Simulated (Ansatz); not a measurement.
In, DFT, PBE, all-electron PAW with datasets made for the crystal, scalar-relativistic (Ansatz 0.2.0), run on 1 thread of Intel(R) Xeon(R) Platinum 8488C (Sapphire Rapids) on a shared host.

The cell is the one relaxed in the Materials Project (mp-1184502), not relaxed further here; entries there can be hypothetical. The listed cell was then made from it by scaling, straining or moving an atom.

Command: `ansatz run input.yaml --threads 1 --pin off --max-ram 6144MiB --backend cpu --events-out ev --progress --plain --runs-dir out`

```yaml
crystal:
  lattice:
    - [1.6696368166, 0.9639652655, 8.2895378825]
    - [-1.6696368166, 0.9639652655, 8.2895378825]
    - [0.0, -1.927930531, 8.2895378825]
  atoms:
    - { symbol: In, position: [0.0, 0.0, 0.0] }
    - { symbol: In, position: [0.77801224, 0.77801224, 0.77801224] }
    - { symbol: In, position: [0.22198776, 0.22198776, 0.22198776] }
kpoints:
  mp_grid: { grid: [14, 14, 14] }
scf:
  occupations: { method: fermi_dirac, width: 0.05 }
hamiltonian:
  xc: pbe
  pseudopotentials: { kind: all_electron, datasets: crystal }
output:
  forces: true
  stress: true
  eigenvalues: true
  efg: { contact_densities: true }
```

(1) How large is the problem that the program sets up?

(2) About how long does it take, and how much memory does it use?

(3) And the same cell and mesh by frozen-core PAW, asked for forces, stress, eigenvalues, efg, on the same hardware?

Results:

(1) 288 irreducible k-points, 687 plane waves at Γ, 25 bands.

(2) 56 s of wall time for 9 SCF iterations, with a peak of 1.2 GiB. Times on shared machines scatter by tens of per cent.

(3) 20 s, peak memory 0.71 GiB.
